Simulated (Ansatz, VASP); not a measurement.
# CoSi2 (CoSi2 strained to the junction's net) in two plane-wave programs

One calculation is typed for both programs; each brings its own data sets. How far apart do they land? The cell is generated by rule, not measured, and may not be a known phase. Of the first pair: The structure shown is the start of the Ansatz relaxation below; VASP solves that cell, so the two are compared at the walk's first step.

Method: plane waves, with VASP 6.6.1 beside it; single point at PBE, in Ansatz 0.2.0.

## (1) Starting point

Symmetry: R-3m, No. 166, trigonal system. Conventional cell: a = 3.850 Å, b = 3.850 Å, c = 9.181 Å, α = 90.00°, β = 90.00°, γ = 120.00°. Si has 4 Co at 2.30 to 2.35 Å nearest. Nearest to Co lie 8 Si at 2.30 to 2.35 Å. Farther neighbours are not listed.

## (2) Ansatz: relaxation, PBE

Ansatz runs on its default PAW (the set named soft_2) files.

The two programs are compared at the cell with which this relaxation starts, whose forces are those of its first step.

input.yaml reads:

```yaml
crystal:
  lattice:
    - [3.85, 0.0, 0.0]
    - [-1.925, 3.3341978046, 0.0]
    - [0.0, 0.0, 9.1810721018]
  atoms:
    - { symbol: Si, position: [0.0, 0.0, 0.0] }
    - { symbol: Co, position: [0.3333333333, 0.6666666667, 0.0833333333] }
    - { symbol: Si, position: [0.6666666667, 0.3333333333, 0.1666666667] }
    - { symbol: Si, position: [0.3333333333, 0.6666666667, 0.3333333333] }
    - { symbol: Co, position: [0.6666666667, 0.3333333333, 0.4166666667] }
    - { symbol: Si, position: [0.0, 0.0, 0.5] }
    - { symbol: Si, position: [0.6666666667, 0.3333333333, 0.6666666667] }
    - { symbol: Co, position: [0.0, 0.0, 0.75] }
    - { symbol: Si, position: [0.3333333333, 0.6666666667, 0.8333333333] }
kpoints:
  mp_grid: { grid: [12, 12, 3] }
scf:
  occupations: { method: fermi_dirac, width: 0.1 }
  max_iter: 150
hamiltonian:
  xc: pbe
relax:
  f_tol: 0.01
  max_steps: 40
  cell: { fix: [a, b, angles] }
```

Command:

```
ansatz run input.yaml --threads 8 --pin off --max-ram 24576MiB --backend cpu --events-out ev --progress --plain --runs-dir out
```

Numbers of over 12 decimals in the logs are rounded to 6 here.

The program printed:

```text
Engine: ansatz 0.2.0, aarch64-unknown-linux-gnu
Pseudopotentials: kind: paw
Pseudopotential: Si, paw, valence charge 4, recommended cutoff 420 eV (normal), Si.paw.azcp
Pseudopotential: Co, paw, valence charge 17, recommended cutoff 420 eV (normal), Co.paw.azcp
Functional definition: PBE
  parameter kappa = 0.804
  parameter beta = 0.066725
  exchange = pbe_x(kappa = kappa, mu = beta*pi^2/3)
  correlation = pbe_c(beta = beta)
Crystal: 9 atoms, lattice volume = 117.854 Å³
Basis set: ecut = 420 eV, 2287 PW (Γ), exchange–correlation on 54×54×128 points (8 copies of the dense FFT grid, shifted against one another)
Bands: 47, of which v1, the nominal top of the filled ones, is band 38 counted from 1 (37 counted from 0)
Symmetry: 36 space group operations
Space group: R-3m (ITA 166), of the structure as read, at distance tolerance 4.9e-5 Å
k-points: 50 of 432
Non-local potential: Si, projectors of the file, l = 0: 2, l = 1: 2, l = 2: 2
Non-local potential: Co, projectors of the file, l = 0: 3, l = 1: 2, l = 2: 3, l = 3: 1
PAW form: soft (Blöchl's): semilocal exchange-correlation on the pseudo side does not see the compensation charge
PAW one-centre angular grid: Si, 110 points (default); XC on 64 Gauss nodes
PAW one-centre angular grid: Co, 590 points (default); XC on 64 Gauss nodes
Initial density: superposition of atomic densities (neutral atoms: chi_scale 0, normalization atom), corrected by the library's trained network
Initial wavefunctions: pseudopotential atomic-orbital guess
Functional: x = pbe(κ = 0.804, μ = 0.219515), c = pbe(β = 0.066725)
SCF iter   1: F=—  HF=-19197.523323 eV  |F-HF|=—  |Δ(HF+E_count)|=         —  Δρ=4.16e-3  dr2=2.18e-2  ethr=1.77e-3  ⟨swp⟩=7.4  Hψ=9909  notcnv=0  defer=6
preconditioner: auto → Kerker (q_TF=auto, 2.530 Å⁻¹)  [metal: Δε(μ)=0.011 eV  Ē_g=7.028 eV  σ=0.100 eV  W_gap=0.03  n_scr=36 (ndim 8)  ℏωp=24.4 eV  f_vac=0.003  D(μ)=2.95/eV (n_scr^D=24)]
SCF iter   2: F=—  HF=-19197.523717 eV  |F-HF|=—  |Δ(HF+E_count)|=   3.93e-4  Δρ=3.39e-3  dr2=1.55e-2  ethr=2.91e-5  ⟨swp⟩=2.0  Hψ=3512  notcnv=0  defer=8
SCF iter   3: F=—  HF=-19197.525342 eV  |F-HF|=—  |Δ(HF+E_count)|=   1.63e-3  Δρ=5.27e-3  dr2=2.11e-2  ethr=2.07e-5  ⟨swp⟩=2.0  Hψ=3288  notcnv=0  defer=11
SCF iter   4: F=—  HF=-19197.523811 eV  |F-HF|=—  |Δ(HF+E_count)|=   1.53e-3  Δρ=2.63e-3  dr2=5.33e-3  ethr=2.07e-5  ⟨swp⟩=1.0  Hψ=2299  notcnv=0  defer=10
SCF iter   5: F=—  HF=-19197.523455 eV  |F-HF|=—  |Δ(HF+E_count)|=   3.57e-4  Δρ=7.37e-4  dr2=4.59e-4  ethr=7.10e-6  ⟨swp⟩=1.0  Hψ=2300  notcnv=0  defer=10
SCF iter   6: F=—  HF=-19197.523443 eV  |F-HF|=—  |Δ(HF+E_count)|=   1.19e-5  Δρ=5.05e-5  dr2=3.96e-6  ethr=6.12e-7  ⟨swp⟩=2.0  Hψ=2867  notcnv=0  defer=9
SCF iter   7: F=—  HF=-19197.523404 eV  |F-HF|=—  |Δ(HF+E_count)|=   3.93e-5  Δρ=3.41e-5  dr2=1.11e-6  ethr=5.28e-9  ⟨swp⟩=2.0  Hψ=3619  notcnv=0  defer=9
SCF iter   8: F=-19197.523404 eV  HF=-19197.523404 eV  |F-HF|=5.94e-8  |Δ(HF+E_count)|=   5.24e-8  Δρ=9.20e-6  dr2=6.62e-8  ethr=1.33e-10  ⟨swp⟩=3.2  Hψ=9526  notcnv=0
SCF 1 converged in 8 iterations: F = -19197.523404 eV  dr2 = 6.62e-8
  greatest PAW one-centre occupation: 1.000 electrons in one spin orbital (limit 2), on the Co atom at site 7 (counted from 0), in its partial waves of l = 0
relax step   1: F+E_penalty+E_count = -19197.52340359 eV  Δ(F+E_penalty+E_count) = +0.000e0 eV  max|allowed force component| = 2.697e-1 eV/Å  Δτ_max = 0.0000 Å  P = -3.278 GPa  Ω = 117.854 Å³  fix = [a, b, alpha, beta, gamma]  reactions: a -5.923, b -5.923 GPa  (8 SCF iters, dr2 threshold 1.00e-7 eV, accepted)
[...]
relax step   4: F+E_penalty+E_count = -19197.54232644 eV  Δ(F+E_penalty+E_count) = +9.768e-6 eV  max|allowed force component| = 6.724e-5 eV/Å  Δτ_max = 0.0004 Å  P = -3.448 GPa  Ω = 117.894 Å³  energy of the carried Pulay correction = -1.719e-5 eV  fix = [a, b, alpha, beta, gamma]  reactions: a -5.139, b -5.139 GPa  (6 SCF iters, dr2 threshold 7.66e-8 eV, accepted)
[...]
relax step   5: F+E_penalty+E_count = -19197.54234238 eV  Δ(F+E_penalty+E_count) = -1.594e-5 eV  max|allowed force component| = 2.086e-4 eV/Å  Δτ_max = 0.0002 Å  P = -3.411 GPa  Ω = 117.869 Å³  energy of the carried Pulay correction = -6.120e-6 eV  fix = [a, b, alpha, beta, gamma]  reactions: a -5.119, b -5.119 GPa  (6 SCF iters, dr2 threshold 1.07e-8 eV, accepted)
[...]
relax step   6: F+E_penalty+E_count = -19197.54234711 eV  Δ(F+E_penalty+E_count) = -4.734e-6 eV  max|allowed force component| = 2.071e-4 eV/Å  Δτ_max = 0.0000 Å  P = -3.412 GPa  Ω = 117.869 Å³  fix = [a, b, alpha, beta, gamma]  reactions: a -5.119, b -5.119 GPa  stress off target by 3.74e-3 GPa on what of the cell is left free  SCF on the basis re-selected at this cell (its energy is not comparable with the rows above)  (9 SCF iters)
basis re-selected at this cell: Δ(F+E_penalty+E_count) = -4.734e-6 eV, ΔP = -0.000 GPa vs the last step (what re-selecting the basis moved, of the pressure what is left beyond the Pulay correction that the steps carried, after the strain that the cell walked since its last selection, with what the two solves' SCF thresholds leave and, on support functions, any second-order correction that the steps lacked; it is no m [...]
SCF converged after 9 iterations
Free energy (F): -19197.542347 eV
Harris-Foulkes:  -19197.542347 eV  (|F-HF|=0.00e0)
Internal energy: -19197.442002 eV  (E = F + TS)
E sigma→0 (E₀):  -19197.492175 eV
Entropy (-TS):   -0.100345 eV (-11.149 meV/atom)
Fermi energy:    12.514050 eV
--- Per-component energies (eV) ---
  E_band       = -874.969095
  E_kinetic    = 1636.941198
  E_local      = -12365.203214  (includes V_loc(G=0)·N_el)
  E_nonlocal   = 1503.120807
  E_hartree    = 5374.889239
  E_xc         = -820.187948
  E_vxc        = -912.945917  (∫ρ·V_xc dr)
  E_paw        = -7623.560079  (= ΣΔE_a)
  E_vpaw       = -1486.660770  (= ΣTr[D̂ρ^β])
  E_aug_tail   = 0.000311  (compensation charges beyond the density's cutoff)
  E_ewald      = -6903.442319
  E_smearing   = -0.100345  (= −TS)
  E_closure    = -0.000000  (closes the sum)
  Σ components = -19197.542347   (vs F -19197.542347, Δ=0.00e0)
--- Forces (eV/Å), atoms counted from 1 ---
  atom   1  Si    -0.00000000     0.00000000    -0.00020710
  atom   2  Co     0.00000000    -0.00000000     0.00000000
  atom   3  Si     0.00000000    -0.00000000     0.00020710
  atom   4  Si    -0.00000000     0.00000000    -0.00020710
  atom   5  Co     0.00000000    -0.00000000     0.00000000
  atom   6  Si     0.00000000    -0.00000000     0.00020710
  atom   7  Si    -0.00000000     0.00000000    -0.00020710
  atom   8  Co     0.00000000     0.00000000     0.00000000
  atom   9  Si     0.00000000    -0.00000000     0.00020710
  max |Σ_I F_I| component: 6.17e-17 eV/Å
--- Stress (GPa, compression-positive) ---
       -5.119132      -0.000000      -0.000000
       -0.000000      -5.119132       0.000000
        0.000000       0.000000       0.003737
  P = ⅓ Tr σ = -3.4115 GPa (-34.115 kbar)
--- Relaxed structure (5 steps of the walk, 5 accepted, 1 SCFs on fresh bases) ---
  F+E_penalty+E_count = -19197.54234711 eV   max|allowed force component| = 2.071e-4 eV/Å   (the final SCF, on the basis selected at the relaxed cell)
  cell:  # Å, volume = 117.8686 Å³
    - [3.850000, 0, 0]
    - [-1.925000, 3.334198, 0]
    - [0, 0, 9.182185]
  atoms:
    - { symbol: Si, position: [0, 0, 0.00255613] }
    - { symbol: Co, position: [0.333333, 0.666667, 0.083333] }
    - { symbol: Si, position: [0.666667, 0.333333, 0.164111] }
    - { symbol: Si, position: [0.333333, 0.666667, 0.335889] }
    - { symbol: Co, position: [0.666667, 0.333333, 0.416667] }
    - { symbol: Si, position: [0, 0, 0.497444] }
    - { symbol: Si, position: [0.666667, 0.333333, 0.669223] }
    - { symbol: Co, position: [0, 0, 0.75] }
    - { symbol: Si, position: [0.333333, 0.666667, 0.830777] }
```

Reading the cycles: dr2 is the Hartree energy of the density residual (eV), the measure of convergence; HF is the Harris–Foulkes estimate of the energy, which meets the free energy F at convergence.

## (3) VASP: single point, PBE, start cell, pair 1

The same cell, functional, mesh and smearing now go to VASP, with its own data sets.

Lines of VASP's logs that name or quote its potential files are left out, and so is its time.

INCAR reads:

```
SYSTEM = CoSi2
PREC = Accurate
ENCUT = 520
EDIFF = 1E-06
NELM = 120
ISMEAR = -1
SIGMA = 0.1
LREAL = .FALSE.
ALGO = Normal
GGA = PE
NBANDS = 34
LASPH = .TRUE.
LORBIT = 11
LWAVE = .FALSE.
LCHARG = .FALSE.
ISIF = 2
GGA_COMPAT = .FALSE.
KPAR = 2
```

POSCAR reads:

```
CoSi2
1.0
    3.8500000000      0.0000000000      0.0000000000
   -1.9250000000      3.3341980000      0.0000000000
    0.0000000000      0.0000000000      9.1810720000
Si Co
6 3
Direct
    0.0000000000      0.0000000000      1.0000000000
    0.6666666667      0.3333333333      0.1666666667
    0.3333333333      0.6666666667      0.3333333333
    0.0000000000      0.0000000000      0.5000000000
    0.6666666667      0.3333333333      0.6666666667
    0.3333333333      0.6666666667      0.8333333333
    0.3333333333      0.6666666667      0.0833333333
    0.6666666667      0.3333333333      0.4166666667
    0.0000000000      0.0000000000      0.7500000000
```

KPOINTS reads:

```
Automatic mesh
0
Gamma
12 12 3
0 0 0
```

The projector-augmented-wave data sets are Si and Co (PBE family, release 64).

Command:

```
mpirun -np 2 vasp_std
```

The program printed:

```text
[banner, memory and clock lines left out]
running    2 mpi-ranks, on    1 nodes
 distrk:  each k-point on    1 cores,    2 groups
 distr:  one band on    1 cores,    1 groups

 POSCAR found type information on POSCAR SiCo
 POSCAR found :  2 types and       9 ions
 LDA part: xc-table for (Slater+PW92), standard interpolation
 POSCAR, INCAR and KPOINTS ok, starting setup
 FFT: planning ... GRIDC
 FFT: planning ... GRID_SOFT
 FFT: planning ... GRID
 WAVECAR not read
 entering main loop
       N       E                     dE             d eps       ncg     rms          rms(c)
DAV:   1     0.320086329570E+03    0.32009E+03   -0.20830E+04  3400   0.150E+03
DAV:   2    -0.341491758952E+02   -0.35424E+03   -0.33968E+03  3406   0.341E+02
DAV:   3    -0.610262372043E+02   -0.26877E+02   -0.25578E+02  4192   0.106E+02
DAV:   4    -0.621092112811E+02   -0.10830E+01   -0.10741E+01  4248   0.206E+01
DAV:   5    -0.621522340125E+02   -0.43023E-01   -0.42953E-01  4670   0.390E+00    0.245E+01
DAV:   6    -0.738176144533E+02   -0.11665E+02   -0.13070E+02  4792   0.147E+02    0.324E+01
DAV:   7    -0.575944834187E+02    0.16223E+02   -0.60275E+01  4482   0.122E+02    0.741E+00
DAV:   8    -0.582018176611E+02   -0.60733E+00   -0.76443E+00  4224   0.142E+01    0.551E+00
DAV:   9    -0.578826578666E+02    0.31916E+00   -0.99931E-01  4744   0.131E+01    0.152E+00
DAV:  10    -0.578838916106E+02   -0.12337E-02   -0.55512E-02  3790   0.143E+00    0.978E-01
DAV:  11    -0.578804313207E+02    0.34603E-02   -0.21481E-02  4758   0.178E+00    0.426E-01
DAV:  12    -0.578798444533E+02    0.58687E-03   -0.12502E-03  5178   0.435E-01    0.199E-01
DAV:  13    -0.578798483911E+02   -0.39379E-05   -0.12011E-03  5204   0.342E-01    0.892E-02
DAV:  14    -0.578797779809E+02    0.70410E-04   -0.28207E-04  5268   0.216E-01    0.195E-02
DAV:  15    -0.578797802676E+02   -0.22867E-05   -0.15898E-05  3868   0.194E-02    0.782E-03
DAV:  16    -0.578797809271E+02   -0.65947E-06   -0.38257E-07  2220   0.564E-03
   1 F= -.57879781E+02 E0= -.57829571E+02  d E =-.100419E+00
```

From OUTCAR (step 3):

```text
ion  position               nearest neighbor table
   1  0.000  0.000  0.000-   9 2.30   7 2.35   7 2.35   7 2.35   6 2.70   2 2.70   6 2.70   2 2.70
                             6 2.70   2 2.70
   2  0.667  0.333  0.167-   8 2.30   7 2.35   7 2.35   7 2.35   3 2.70   1 2.70   3 2.70   1 2.70
                             3 2.70   1 2.70
   3  0.333  0.667  0.333-   7 2.30   8 2.35   8 2.35   8 2.35   2 2.70   4 2.70   2 2.70   4 2.70
                             2 2.70   4 2.70
   4  0.000  0.000  0.500-   9 2.30   8 2.35   8 2.35   8 2.35   5 2.70   3 2.70   5 2.70   3 2.70
                             3 2.70   5 2.70
   5  0.667  0.333  0.667-   8 2.30   9 2.35   9 2.35   9 2.35   6 2.70   4 2.70   6 2.70   4 2.70
                             6 2.70   4 2.70
   6  0.333  0.667  0.833-   7 2.30   9 2.35   9 2.35   9 2.35   5 2.70   1 2.70   5 2.70   1 2.70
                             5 2.70   1 2.70
   7  0.333  0.667  0.083-   3 2.30   6 2.30   1 2.35   2 2.35   1 2.35   2 2.35   2 2.35   1 2.35

  LATTYP: Found a hexagonal cell.
 ALAT       =     3.8500000000
 C/A-ratio  =     2.3846940260

 Subroutine GETGRP returns: Found 12 space group operations
 (whereof  6 operations were pure point group operations)

The static configuration has the point symmetry C_3v.
 The point group associated with its full space group is D_3d.

 Found     50 irreducible k-points:

   k-points           NKPTS =     50   k-points in BZ     NKDIM =     50   number of bands    NBANDS=     34

   dimension x,y,z NGX =    30 NGY =   30 NGZ =   70
   dimension x,y,z NGXF=    60 NGYF=   60 NGZF=  140

   ENCUT  =  520.0 eV  38.22 Ry    6.18 a.u.   7.16  7.16 17.07*2*pi/ulx,y,z

   NELECT =      51.0000    total number of electrons

 k-points in reciprocal lattice and weights: Automatic mesh
   0.00000000  0.00000000  0.00000000       0.002
   0.08333333  0.00000000  0.00000000       0.014
   0.16666667  0.00000000  0.00000000       0.014
   0.25000000  0.00000000  0.00000000       0.014
   0.33333333  0.00000000  0.00000000       0.014
   0.41666667  0.00000000  0.00000000       0.014
   0.50000000  0.00000000  0.00000000       0.007
   0.08333333  0.08333333  0.00000000       0.014
   0.16666667  0.08333333  0.00000000       0.028
[...]
-0.25000000 -0.41666667  0.33333333       0.028
   0.33333333  0.33333333  0.33333333       0.009

 average (electrostatic) potential at core
       1 -79.7807       2 -79.7807       3 -79.7807       4 -79.7807       5 -79.7807
       6 -79.7807       7 -78.5277       8 -78.5277       9 -78.5277

 E-fermi :   9.7837

 k-point     1 :       0.0000    0.0000    0.0000
  band No.  band energies     occupation
    ...
     16       7.8371      2.00000
     17       7.9589      2.00000
     18       7.9589      2.00000
     19       8.1632      2.00000
     20       8.1633      2.00000
     21      10.1448      0.05266
     22      10.1448      0.05266
     23      10.1448      0.05266
     24      10.1448      0.05266
     25      10.2942      0.01206
    ...

 k-point     2 :       0.0833    0.0000    0.0000
  band No.  band energies     occupation
    ...
     18       8.0735      2.00000
     19       8.1180      2.00000
     20       8.1258      2.00000
     21       9.5139      1.87387
     22       9.6519      1.57778
     23      10.1538      0.04821
     24      10.3851      0.00488
     25      10.4153      0.00361
     26      11.8448      0.00000
     27      11.9066      0.00000
    ...

 k-point     3 :       0.1667    0.0000    0.0000
  band No.  band energies     occupation
    ...
     19       8.2094      2.00000
     20       8.2421      2.00000
     21       8.9964      1.99924
     22       9.1270      1.99719
     23       9.7113      1.34709
     24      10.1007      0.08060
     25      10.3365      0.00791
     26      11.1747      0.00000
     27      11.2544      0.00000
     28      11.6213      0.00000
    ...

  Total       -4.4335087     -4.4335092      1.3950782      0.0000000      0.0000000     -0.0000000
  in kB      -60.2715885    -60.2715956     18.9654702      0.0000000      0.0000000     -0.0000000
  external PRESSURE =     -33.8592380 kB  Pullay stress =       0.0000000 kB

  energy-cutoff  :      520.00
  volume of cell :      117.85
      direct lattice vectors                 reciprocal lattice vectors
     3.850000000  0.000000000  0.000000000     0.259740260  0.149961100  0.000000000
    -1.925000000  3.334198000  0.000000000     0.000000000  0.299922200  0.000000000
     0.000000000  0.000000000  9.181072000     0.000000000  0.000000000  0.108919743

 POSITION                                       TOTAL-FORCE (eV/Angst)
 -----------------------------------------------------------------------------------
      0.00000      0.00000      0.00000        -0.000000     -0.000000      0.269368
      1.92500      1.11140      1.53018         0.000000      0.000000     -0.269368
     -0.00000      2.22280      3.06036        -0.000000     -0.000000      0.269368
      0.00000      0.00000      4.59054         0.000000      0.000000     -0.269368
      1.92500      1.11140      6.12071         0.000000     -0.000000      0.269368
     -0.00000      2.22280      7.65089        -0.000000      0.000000     -0.269368
     -0.00000      2.22280      0.76509        -0.000000      0.000000     -0.000000
      1.92500      1.11140      3.82545        -0.000000      0.000000     -0.000000
      0.00000      0.00000      6.88580         0.000000      0.000000     -0.000000
 -----------------------------------------------------------------------------------
    total drift:                               -0.000000      0.000000      0.000000

  FREE ENERGIE OF THE ION-ELECTRON SYSTEM (eV)
  ---------------------------------------------------
  free  energy   TOTEN  =       -57.8797809271 eV

  energy  without entropy=      -57.7793617960  energy(sigma->0) =      -57.82957136

 total charge
# of ion       s       p       d       tot
------------------------------------------
    1        0.719   0.858   0.000   1.577
    2        0.719   0.858   0.000   1.577
    3        0.719   0.858   0.000   1.577
    4        0.719   0.858   0.000   1.577
    5        0.719   0.858   0.000   1.577
    6        0.719   0.858   0.000   1.577
    7        0.529   0.693   7.573   8.796
    8        0.529   0.693   7.573   8.796
    9        0.529   0.693   7.573   8.796
--------------------------------------------------
tot          5.900   7.227  22.720  35.847

[... 3 further parts left out ...]
```

This run has no spin polarisation, so a moment on Co, if there is one, isn't seen. Its electron count is odd, so without a moment it is a metal by construction.

## (4) Side by side

Known differences besides the potentials themselves: the data sets hold 75 valence electrons in Ansatz (on its default PAW (the set named soft_2) files) and 51 in VASP; the cutoff is 420 eV in Ansatz and 520 eV in VASP. Total energies have different zeros and are not compared.

Forces (eV/Å; atoms numbered as in POSCAR):

| atom | Ansatz x, y, z | VASP x, y, z |
| --- | --- | --- |
| Si1 | 0.000, 0.000, 0.270 | 0.000, 0.000, 0.269 |
| Si2 | 0.000, 0.000, -0.270 | 0.000, 0.000, -0.269 |
| Si3 | 0.000, 0.000, 0.270 | 0.000, 0.000, 0.269 |
| Si4 | 0.000, 0.000, -0.270 | 0.000, 0.000, -0.269 |
| Si5 | 0.000, 0.000, 0.270 | 0.000, 0.000, 0.269 |
| Si6 | 0.000, 0.000, -0.270 | 0.000, 0.000, -0.269 |
| Co7 | 0.000, 0.000, 0.000 | 0.000, 0.000, 0.000 |
| Co8 | 0.000, 0.000, 0.000 | 0.000, 0.000, 0.000 |
| Co9 | 0.000, 0.000, 0.000 | 0.000, 0.000, 0.000 |

The forces differ by 0.1 meV/Å r.m.s., which is 0.1 % of the r.m.s. force of 0.127 eV/Å (both taken over all components).

(Continued in part 2 of 2.)

[Lines on the potential files, build, host, timing and source positions are cut from VASP's logs without a mark.]

[Logs are printed without paths, hosts, clocks, repeated set-up lines and the standing remarks that a program may print on its own settings, such as how far it seeks lower states.]

[Hosts, paths, dates, database ids (printed as entryN), source tags and the programs' standing remarks are cut or masked in the printed files.]
